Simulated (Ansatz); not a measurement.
Take a crystal in which Pd has been replaced by Ag on all its sites, with the cell rescaled by a rough guess (in some cases also distorted within its space group) and nothing relaxed:

```yaml
crystal:
  lattice:
    - [-1.67228, 1.67228, 1.67228]
    - [1.67228, -1.67228, 1.67228]
    - [1.67228, 1.67228, -1.67228]
  atoms:
    - { symbol: Ag, position: [0.00000, 0.00000, 0.00000] }
```

Method: DFT PBE, scalar-relativistic, plane waves, PAW (Ansatz).

Plane waves to 420 eV, a k mesh through Γ of 18×18×18 on the computed 1-atom cell and Gaussian smearing (0.10 eV); no spin polarisation.

What pressure does the cell carry?

The pressure is -2.9 GPa (positive in compression), so the cell would contract.

Is it a metal on this mesh?

Yes, a band crosses the Fermi level.

This bcc form isn't the element's structure at ambient conditions.